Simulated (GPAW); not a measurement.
Here is a GPAW 26.7.0 calculation.

The input run.py:

```python
from ase.dft.bandgap import bandgap
from ase.io import read, write
from ase.units import GPa
from gpaw import GPAW, PW, setup_paths

setup_paths.insert(0, '.')

atoms = read('InP.xyz')

calc = GPAW(mode=PW(600),
            xc='PBEsol',
            kpts={'size': (8, 8, 8), 'gamma': True},
            occupations={'name': 'methfessel-paxton', 'order': 0, 'width': 0.05},
            nbands=18,
            convergence={'density': 1e-05, 'energy': 1e-05},
            maxiter=150,
            txt='gpaw.txt')
atoms.calc = calc
energy = atoms.get_potential_energy()
forces = atoms.get_forces()
stress = atoms.get_stress()
calc.write('gs.gpw')
write('result.traj', atoms)
print(f'Energy: {energy:.6f} eV')
print('Forces (eV/A):')
print(forces.round(4))
print('Stress (GPa):', (stress / GPa).round(3))
print('Fermi level:', round(calc.get_fermi_level(), 4), 'eV')
print(f'Gap: {bandgap(calc)[0]:.4f} eV, direct: {bandgap(calc, direct=True)[0]:.4f} eV')
```

The input InP.xyz:

```xyz
2
Lattice="0.0000000000 2.9305000000 2.9305000000 2.9305000000 0.0000000000 2.9305000000 2.9305000000 2.9305000000 0.0000000000" Properties=species:S:1:pos:R:3 pbc="T T T"
In     0.0000000000      0.0000000000      0.0000000000
P      4.3957500000      4.3957500000      4.3957500000
```

Potentials or basis: PAW data sets generated in the run's folder for this functional, pw.

Run with:

```console
$ gpaw-setup -f PBEsol In P
$ OMP_NUM_THREADS=1 python run.py
```

(1) Predict the band gap on the k mesh.

(2) Predict the pressure.

Results:

(1) 0.61 eV, direct.

(2) 0.4 GPa.

Caveat: spin-orbit coupling is left out, which moves the levels of the heavy elements.

**Measured values to compare with.**

From a printed reference work, data compilation, for a bulk crystal of InP at 1.6 K: band gap 1.4236 eV (direct).

Measured gap of InP: 1.4236 eV (direct; 1.6 K; a printed reference work, data compilation). This calculation gives 0.61 eV (-0.81 eV). Spin-orbit coupling on In is left out. The value is that of PBEsol, without temperature or zero-point motion. Semilocal functionals fall short of measured gaps as a rule.
